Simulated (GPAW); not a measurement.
Input of a GPAW 26.7.0 run:

run.py

```python
import numpy as np
from ase import Atoms
from ase.dft.bandgap import bandgap
from ase.io import write
from gpaw import GPAW, PW
from gpaw.response import ResponseContext, ResponseGroundStateAdapter
from gpaw.response.chiks import ChiKSCalculator
from gpaw.response.heisenberg import calculate_fm_magnon_energies
from gpaw.response.localft import LocalFTCalculator
from gpaw.response.mft import IsotropicExchangeCalculator
from gpaw.response.site_kernels import SphericalSiteKernels

atoms = Atoms(['Ni'],
              cell=[[-1.3554684528, 1.3554684528, 1.3554684528],
                    [1.3554684528, -1.3554684528, 1.3554684528],
                    [1.3554684528, 1.3554684528, -1.3554684528]],
              scaled_positions=[[0.0, 0.0, 0.0]],
              pbc=True)
atoms.set_initial_magnetic_moments([2.0])

calc = GPAW(mode=PW(450),
            xc='LDA',
            kpts={'size': (11, 11, 11), 'gamma': True},
            occupations={'name': 'fermi-dirac', 'width': 0.05},
            nbands=17,
            convergence={'density': 0.0001},
            maxiter=150,
            txt='gpaw.txt')
atoms.calc = calc
energy = atoms.get_potential_energy()
calc.write('gs.gpw')
write('result.traj', atoms)
print(f'Energy: {energy:.6f} eV')
print('Moments:', calc.get_magnetic_moments().round(3))
print('Fermi level:', round(calc.get_fermi_level(), 4), 'eV')
print(f'Gap: {bandgap(calc)[0]:.4f} eV, direct: {bandgap(calc, direct=True)[0]:.4f} eV')

dense = calc.fixed_density(kpts={'size': (14, 14, 14), 'gamma': True},
                           nbands=32, convergence={'bands': 26, 'eigenstates': 1e-12},
                           update_fermi_level=True, maxiter=300, txt='dense.txt')
dense.write('dense.gpw', mode='all')

sites = [0]
moments = calc.get_magnetic_moments()[sites]
q_qc = np.array([[0.0, 0.0, 0.0], [0.0714285714, 0.0, 0.0], [0.1428571429, 0.0, 0.0], [0.2142857143, 0.0, 0.0], [0.5, 0.0, 0.0], [0.0714285714, 0.0714285714, 0.0], [0.1428571429, 0.1428571429, 0.0], [0.2142857143, 0.2142857143, 0.0], [0.5, 0.5, 0.0]])
gs = ResponseGroundStateAdapter.from_gpw_file('dense.gpw')
context = ResponseContext(txt='mft.txt')
chiks = ChiKSCalculator(gs, context, ecut=150, nbands=26, gammacentered=True)
exchange = IsotropicExchangeCalculator(chiks, LocalFTCalculator.from_rshe_parameters(gs, context))
kernels = SphericalSiteKernels(atoms.positions[sites], [[1.115] * len(sites)])
J_qab = np.array([exchange(q_c, kernels)[..., 0] for q_c in q_qc])
E_qn = calculate_fm_magnon_energies(J_qab, q_qc, moments)
np.savetxt('exchange.dat', np.c_[q_qc, 1000 * J_qab.real.reshape((len(q_qc), -1))], fmt='%.4f')
np.savetxt('magnons.dat', np.c_[q_qc, 1000 * E_qn.real], fmt='%.4f')
for q_c, E_n in zip(q_qc, E_qn):
    print(q_c.round(4), 'magnon energies (meV):', (1000 * E_n.real).round(2))
```

Potentials or basis: the program's PAW data sets (release 1.2.1) made for this functional, pw.

The run is started by

```console
$ OMP_NUM_THREADS=1 python run.py
```

Question: Estimate the band gap on the k mesh.

Answer: None (metal or under the smearing width).

Question: Estimate the net moment.

Answer: 0.45 μB per cell.

Question: Estimate the site moments.

Answer: Ni +0.46 μB.

Caveat: the number of bands moves the energies at small q by some ten meV; the exchange constants hang on this mesh and on the site radius; magnon energies are noisy on this mesh.
